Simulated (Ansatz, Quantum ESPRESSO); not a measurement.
# AlNi: programs and potentials compared

```
Ni Al
1.0
     2.88100    0.00000    0.00000
     0.00000    2.88100    0.00000
     0.00000    0.00000    2.88100
Ni Al
1 1
Direct
  0.50000 0.50000 0.50000
  0.00000 0.00000 0.00000
```

Alike in all runs: task band structure; functional PBEsol; k mesh 9 × 9 × 9; occupations fermi-dirac, width 0.05 eV; collinear spin, ferromagnetic start; no spin-orbit coupling. Pressure is positive in compression and, in plane waves, holds the error of the finite cutoff, which Ansatz's Pulay term estimates and takes out.

```tsv
program and potentials	plane-wave cutoff (eV)	notes	pressure (GPa)	net moment per atom (μB)
Ansatz, PAW datasets made for the crystal	280	14.5 valence electrons an atom on average	-3.39	0.00
Quantum ESPRESSO, PseudoDojo 0.4.1 SR PBEsol standard	1333	10.5 valence electrons an atom on average	-3.30	0.00
Ansatz, all-electron LAPW, scalar-relativistic	-	-	-3.39	0.00
```

The pressure spans -3.39 (Ansatz, PAW datasets made for the crystal) to -3.30 GPa (Quantum ESPRESSO, PseudoDojo 0.4.1 SR PBEsol standard), with all-electron results at -3.39. All agree on the net moment per atom. The state is the one that the start led to, which needn't be the lowest.

Differences between rows come from potentials, basis sets and numerical settings, since the functional is the same but for its coding. Runs on potential files found faulty are left out.

The negative pressure in every run means that the cell is stretched relative to the PBEsol equilibrium, so relaxation at this level would shorten the lattice constant below 2.881 Å. The PAW datasets reproduce the all-electron pressure to the printed precision, and the pseudopotential result lies only slightly off. The electron counts suggest that the latter keeps the Al 2s and 2p shells in the core while the PAW datasets treat them as valence, which may account for part of the small offset.

The moment vanishes although the runs began ferromagnetic, in line with the known absence of magnetic order in stoichiometric NiAl. In elemental Ni, the Fermi level lies in a high density of d states, which favours exchange splitting. In the aluminide, hybridisation with Al s and p states and the filling of the Ni d band leave too few states at the Fermi level for a Stoner instability. With a single Ni atom in the cell, antiferromagnetic order between Ni sites remains untested.
